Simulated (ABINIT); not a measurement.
# Ta (Im-3m) in ABINIT: notebook

Aim: see how the results for Ta move with the level of theory and the settings. Levels: r2SCAN, PBEsol. Tasks: single point.

Program: ABINIT 10.8.3 (patched build). These are calculated values, not measurements. Logs are shortened: lines on timing, memory, paths and dates and some standing lists are left out, and cuts for length are marked. The log counts tension as positive stress, the text compression.

### 1 The structure

It takes space group Im-3m (No. 229, cubic). The conventional cell has a = 3.303 Å, b = 3.303 Å, c = 3.303 Å, α = 90.00°, β = 90.00°, γ = 90.00°. Ta (site symmetry m-3m) has 8 Ta at 2.86 Å as nearest neighbours.

### 2 Single point, r2SCAN

File run.abi:

```
# Pseudopotentials
pp_dirpath "./"
pseudos "Ta.GGA_PBE-JTH.xml"

# Structure
acell 3*1.0 Angstrom
rprim
    -1.6512800000     1.6512800000     1.6512800000
     1.6512800000    -1.6512800000     1.6512800000
     1.6512800000     1.6512800000    -1.6512800000
ntypat 1
znucl 73
natom 1
typat 1
xcart
     0.0000000000     0.0000000000     0.0000000000 Angstrom

# Plane-wave basis
ecut 18.0
pawecutdg 36.0

# k points
kptopt 1
ngkpt 9 9 9
nshiftk 1
shiftk 0.0 0.0 0.0

# Exchange and correlation
ixc -497498
usekden 1
pawxcdev 0

# Bands and occupations
nband 11
occopt 3
tsmear 0.00183747

# SCF cycle
nstep 100
tolvrs 1.0e-7

# Output
iomode 3
prtwf 0
prtden 0
prteig 0
prtebands 0
enunit 1
```

Potentials or basis: JTH PAW PBE v2.0.

Started as:

```
$ abinit run.abi > log 2>&1
```

run.abo:

```text
.Version 10.8.3 of ABINIT
 Symmetries : space group Im -3 m (#229); Bravais cI (body-center cubic)
================================================================================
 Values of the parameters that define the memory need of the present run
     intxc =       0    ionmov =       0      iscf =      17    lmnmax =      18
     lnmax =       6     mgfft =      24  mpssoang =       3    mqgrid =    3001
     natom =       1  nloc_mem =       2    nspden =       1   nspinor =       1
    nsppol =       1      nsym =      48    n1xccc =       1    ntypat =       1
    occopt =       3   xclevel =       2
       mpw =         454          nfft =       13824          nkpt =          35
 PAW method is used; the additional fine FFT grid is defined by:
   mgfftf=        30    nfftf =     27000
================================================================================
================================================================================

--------------------------------------------------------------------------------
------------- Echo of variables that govern the present computation ------------
--------------------------------------------------------------------------------
 -outvars: echo values of preprocessed input variables --------
            acell      1.8897261259E+00  1.8897261259E+00  1.8897261259E+00 Bohr
              amu      1.80947900E+02
             ecut      1.80000000E+01 Hartree
           enunit           1
              ixc     -497498
         kptrlatt        9    0    0      0    9    0      0    0    9
          kptrlen      4.86432658E+01
            natom           1
            nband          11
            ngfft          24      24      24
          ngfftdg          30      30      30
             nkpt          35
            nstep         100
             nsym          48
           ntypat           1
           occopt           3
        pawecutdg      3.60000000E+01 Hartree
         pawxcdev           0
           prtden           0
        prtebands           0
           prteig           0
          prtkden           1
            prtwf           0
            rprim     -1.6512800000E+00  1.6512800000E+00  1.6512800000E+00
                       1.6512800000E+00 -1.6512800000E+00  1.6512800000E+00
                       1.6512800000E+00  1.6512800000E+00 -1.6512800000E+00
          spgroup         229
           tolvrs      1.00000000E-07
           tsmear      1.83747000E-03 Hartree
            typat      1
          usekden           1
           useylm           1
            znucl       73.00000

================================================================================

 chkinp: Checking input parameters for consistency.

================================================================================
== DATASET  1 ==================================================================

--- !DatasetInfo
iteration_state: {dtset: 1, }
dimensions: {natom: 1, nkpt: 35, mband: 11, nsppol: 1, nspinor: 1, nspden: 1, mpw: 454, }
cutoff_energies: {ecut:  18.0, pawecutdg:  36.0, }
electrons: {nelect:   1.30000000E+01, charge:   0.00000000E+00, occopt:   3.00000000E+00, tsmear:   1.83747000E-03, }
meta: {optdriver: 0, ionmov: 0, optcell: 0, iscf: 17, paral_kgb: 0, }
...

 Real(R)+Recip(G) space primitive vectors, cartesian coordinates (Bohr,Bohr^-1):
 R(1)= -3.1204670  3.1204670  3.1204670  G(1)=  0.0000000  0.1602324  0.1602324
 R(2)=  3.1204670 -3.1204670  3.1204670  G(2)=  0.1602324  0.0000000  0.1602324
 R(3)=  3.1204670  3.1204670 -3.1204670  G(3)=  0.1602324  0.1602324  0.0000000
 Unit cell volume ucvol=  1.2153987E+02 bohr^3
 Angles (23,13,12)=  1.09471221E+02  1.09471221E+02  1.09471221E+02 degrees

 Coarse grid specifications (used for wave-functions):

 getcut: wavevector=  0.0000  0.0000  0.0000  ngfft=  24  24  24
         ecut(hartree)=     18.000   => boxcut(ratio)=   2.32504

 getcut : COMMENT -
  Note that boxcut > 2.2 ; recall that boxcut=Gcut(box)/Gcut(sphere) = 2
  is sufficient for exact treatment of convolution.
  Such a large boxcut is a waste : you could raise ecut
  e.g. ecut=   24.326062 Hartrees makes boxcut=2

 Fine grid specifications (used for densities):

 getcut: wavevector=  0.0000  0.0000  0.0000  ngfft=  30  30  30
         ecut(hartree)=     36.000   => boxcut(ratio)=   2.05506

--- Pseudopotential description ------------------------------------------------
- pspini: atom type   1  psp file is ./Ta.GGA_PBE-JTH.xml
 Pseudopotential format is: paw10
 basis_size (lnmax)=  6 (lmn_size= 18), orbitals=   0   0   1   1   2   2
 Spheres core radius: rc_sph= 2.41973345
 Shapefunction is SIN type: shapef(r)=[sin(pi*r/rshp)/(pi*r/rshp)]**2
 Radius for shape functions =  2.11065461
 Compensation charge density is not taken into account in XC energy/potential

   9.99818744E+02                                ecore*ucvol(ha*bohr**3)
--------------------------------------------------------------------------------

================================================================================

--- !BeginCycle
iteration_state: {dtset: 1, }
solver: {iscf: 17, nstep: 100, nline: 4, wfoptalg: 10, }
tolerances: {tolvrs: 1.00E-07, }
...

     iter   Etot(hartree)      deltaE(h)  residm     nres2
 ETOT  1  -15.769598422448    -1.577E+01 1.135E+01 2.564E+00
 ETOT  2  -17.183805121014    -1.414E+00 1.203E-01 1.616E+00
 ETOT  3  -17.184576802163    -7.717E-04 4.289E-02 4.069E-01
 ETOT  4  -17.182151219691     2.426E-03 5.794E-03 2.632E-02
 ETOT  5  -17.182306205945    -1.550E-04 1.715E-03 3.041E-03
 ETOT  6  -17.182336134798    -2.993E-05 5.826E-04 1.338E-03
 ETOT  7  -17.182331019637     5.115E-06 9.957E-05 1.911E-05
 ETOT  8  -17.182331646531    -6.269E-07 3.719E-04 2.737E-05
 ETOT  9  -17.182331478444     1.681E-07 6.178E-05 2.886E-07
 ETOT 10  -17.182331489706    -1.126E-08 2.762E-04 8.152E-08

 At SCF step   10       nres2   =  8.15E-08 < tolvrs=  1.00E-07 =>converged.

Result for kinetic energy density :

--------------------------------------------------------------------------------
 Total kinetic energy density [Ha/Bohr^3]
)     Maximum=    1.6807E-01  at reduced coord.    0.0000    0.8667    0.8667
)     Minimum=    9.4813E-03  at reduced coord.    0.7333    0.5000    0.2333
   Integrated=    5.9673E+00
--------------------------------------------------------------------------------

 Cartesian components of stress tensor (hartree/bohr^3)
  sigma(1 1)= -5.25103896E-05  sigma(3 2)=  0.00000000E+00
  sigma(2 2)= -5.25103896E-05  sigma(3 1)=  0.00000000E+00
  sigma(3 3)= -5.25103896E-05  sigma(2 1)=  0.00000000E+00

--- !ResultsGS
iteration_state: {dtset: 1, }
comment   : Summary of ground state results
lattice_vectors:
- [ -3.1204670,   3.1204670,   3.1204670, ]
- [  3.1204670,  -3.1204670,   3.1204670, ]
- [  3.1204670,   3.1204670,  -3.1204670, ]
lattice_lengths: [   5.40481,    5.40481,    5.40481, ]
lattice_angles: [109.471, 109.471, 109.471, ] # degrees, (23, 13, 12)
lattice_volume:   1.2153987E+02
convergence: {deltae: -1.126E-08, res2:  8.152E-08, residm:  2.762E-04, diffor: null, }
etotal    :  -1.71823315E+01
entropy   :   0.00000000E+00
fermie    :   3.58049745E-02
cartesian_stress_tensor: # hartree/bohr^3
- [ -5.25103896E-05,   0.00000000E+00,   0.00000000E+00, ]
- [  0.00000000E+00,  -5.25103896E-05,   0.00000000E+00, ]
- [  0.00000000E+00,   0.00000000E+00,  -5.25103896E-05, ]
pressure_GPa:   1.5449E+00
xred      :
- [  0.0000E+00,   0.0000E+00,   0.0000E+00, Ta]
cartesian_forces: # hartree/bohr
- [ -0.00000000E+00,  -0.00000000E+00,  -0.00000000E+00, ]
force_length_stats: {min:   0.00000000E+00, max:   0.00000000E+00, mean:   0.00000000E+00, }
...

 Integrated electronic density in atomic spheres:
 ------------------------------------------------
 Atom  Sphere_radius  Integrated_density
    1        2.41973         10.63888715

================================================================================

 ----iterations are completed or convergence reached----

 Mean square residual over all n,k,spin=   84.241E-08; max=  27.619E-05
 reduced coordinates (array xred) for    1 atoms
       0.000000000000      0.000000000000      0.000000000000
 rms dE/dt=  0.0000E+00; max dE/dt=  0.0000E+00; dE/dt below (all hartree)
    1       0.000000000000      0.000000000000      0.000000000000

 cartesian coordinates (angstrom) at end:
    1      0.00000000000000     0.00000000000000     0.00000000000000

 cartesian forces (hartree/bohr) at end:
    1     -0.00000000000000    -0.00000000000000    -0.00000000000000
 frms,max,avg= 0.0000000E+00 0.0000000E+00   0.000E+00  0.000E+00  0.000E+00 h/b

 cartesian forces (eV/Angstrom) at end:
    1     -0.00000000000000    -0.00000000000000    -0.00000000000000
 frms,max,avg= 0.0000000E+00 0.0000000E+00   0.000E+00  0.000E+00  0.000E+00 e/A
 length scales=  1.889726125908  1.889726125908  1.889726125908 bohr
              =  1.000000000000  1.000000000000  1.000000000000 angstroms
 Fermi (or HOMO) energy (eV) =   0.97430   Average Vxc (eV)= -13.33527
 Eigenvalues (   eV  ) for nkpt=  35  k points:
 kpt#   1, nband= 11, wtk=  0.00137, kpt=  0.0000  0.0000  0.0000 (reduced coord)
 -68.11767  -33.31253  -33.31253  -33.31253   -7.36947    1.76645    1.76645    1.76645
   5.24778    5.24778   16.57429
 prteigrs : prtvol=0 or 1, do not print more k-points.

--- !EnergyTerms
iteration_state     : {dtset: 1, }
comment             : Components of total free energy in Hartree
kinetic             :  5.96729287358677E+00
hartree             :  7.82449625587921E+00
xc                  : -7.56435900772443E+00
Ewald energy        : -4.92739116777256E+01
psp_core            :  8.22626164497627E+00
local_psp           : -7.31500719375742E+00
PAW spherical_terms :  2.49534049747818E+01
internal            : -1.71818221299834E+01
'-kT*entropy'       : -6.49108127286146E-04
total_energy        : -1.71824712381107E+01
total_energy_eV     : -4.67558861520690E+02
...

--- !EnergyTermsDC
iteration_state     : {dtset: 1, }
comment             : '"Double-counting" decomposition of free energy'
band_energy         : -1.26933686007279E+01
Ewald energy        : -4.92739116777256E+01
psp_core            :  8.22626164497627E+00
xc_dc               : -1.13724549747323E+01
PAW spherical_terms :  4.79317912266309E+01
internal            : -1.71816823815787E+01
'-kT*entropy'       : -6.49108127286146E-04
total_energy_dc     : -1.71823314897060E+01
total_energy_dc_eV  : -4.67555058772871E+02
...

--- !EnergyTermsWithPAWCore
iteration_state     : {dtset: 1, }
comment             : 'Components of total free energy, including PAW core contributions'
Total energy        : -1.56053775443668E+04
Total energy DC     : -1.56053774046184E+04
Total energy (eV)   : -4.24643955874124E+05
Total energy DC (eV): -4.24643952071377E+05
...

 Cartesian components of stress tensor (hartree/bohr^3)
  sigma(1 1)= -5.25103896E-05  sigma(3 2)=  0.00000000E+00
  sigma(2 2)= -5.25103896E-05  sigma(3 1)=  0.00000000E+00
  sigma(3 3)= -5.25103896E-05  sigma(2 1)=  0.00000000E+00

-Cartesian components of stress tensor (GPa)         [Pressure=  1.5449E+00 GPa]
- sigma(1 1)= -1.54490900E+00  sigma(3 2)=  0.00000000E+00
- sigma(2 2)= -1.54490900E+00  sigma(3 1)=  0.00000000E+00
- sigma(3 3)= -1.54490900E+00  sigma(2 1)=  0.00000000E+00

== END DATASET(S) ==============================================================
================================================================================

 -outvars: echo values of variables after computation  --------
            acell      1.8897261259E+00  1.8897261259E+00  1.8897261259E+00 Bohr
           etotal     -1.7182331490E+01
            fcart     -0.0000000000E+00 -0.0000000000E+00 -0.0000000000E+00
            rprim     -1.6512800000E+00  1.6512800000E+00  1.6512800000E+00
                       1.6512800000E+00 -1.6512800000E+00  1.6512800000E+00
                       1.6512800000E+00  1.6512800000E+00 -1.6512800000E+00
           strten     -5.2510389564E-05 -5.2510389564E-05 -5.2510389564E-05
                       0.0000000000E+00  0.0000000000E+00  0.0000000000E+00
 Calculation completed.
```

It took 21 s on 1 thread of Arm Neoverse V2, shared host; peak memory 0.11 GiB.

What came out:

| Quantity | Value |
| --- | --- |
| Free energy | -467.5551 eV |
| Band gap on the k mesh | none (metal or under the smearing width) |
| Valence electrons inside the program's atomic spheres | Ta 10.64 (radii [1.2805] Å) |

Levels at points of the mesh, in eV from the Fermi level:
| k point | band 4 | band 5 | band 6 | band 7 | band 8 | band 9 |
| --- | --- | --- | --- | --- | --- | --- |
| (0.00, 0.00, 0.00) | -34.29 | -8.34 | 0.79 | 0.79 | 0.79 | 4.27 |

Caveat: the cutoff is too short for stress, so the log's stress isn't used; totals of a meta-GGA on PAW files have another zero than those of a GGA; the PAW data sets were made with another functional, which shifts forces and pressure a little.

### 3 Single point, PBEsol

File run.abi:

```
# Pseudopotentials
pp_dirpath "./"
pseudos "Ta.GGA_PBE-JTH.xml"

# Structure
acell 3*1.0 Angstrom
rprim
    -1.6512800000     1.6512800000     1.6512800000
     1.6512800000    -1.6512800000     1.6512800000
     1.6512800000     1.6512800000    -1.6512800000
ntypat 1
znucl 73
natom 1
typat 1
xred
     0.0000000000     0.0000000000     0.0000000000

# Plane-wave basis
ecut 15.0
pawecutdg 30.0

# k points
kptopt 1
ngkpt 14 14 14
nshiftk 1
shiftk 0.0 0.0 0.0

# Exchange and correlation
ixc -116133

# Bands and occupations
nband 11
occopt 3
tsmear 0.05 eV

# SCF cycle
nstep 100
tolvrs 1.0e-9

# Output
iomode 3
prtwf 0
prtden 0
prteig 0
prtebands 0
enunit 2
```

Potentials or basis: JTH PAW PBE v2.0.

Started as:

```
$ abinit run.abi > log 2>&1
```

Wall time 10 s (1 thread of Arm Neoverse V2, shared host); peak memory 0.11 GiB.

It converged, with:

| Property | Result |
| --- | --- |
| Free energy | -1606.2635 eV |
| Band gap on the k mesh | none (metal or under the smearing width) |
| Valence electrons inside the program's atomic spheres | Ta 10.67 (radii [1.2805] Å) |

Levels at points of the mesh, in eV from the Fermi level:
```csv
k point,band 4,band 5,band 6,band 7,band 8,band 9
"(0.00, 0.00, 0.00)",-33.02,-7.91,0.74,0.74,0.74,4.01
"(0.50, 0.00, 0.00)",-33.03,-4.38,-1.54,1.61,3.89,4.92
"(0.50, 0.50, 0.50)",-33.84,-3.80,-3.80,6.86,6.86,6.86
```

Caveat: the cutoff is too short for stress, so the log's stress isn't used; the PAW data sets were made with another functional, which shifts forces and pressure a little.
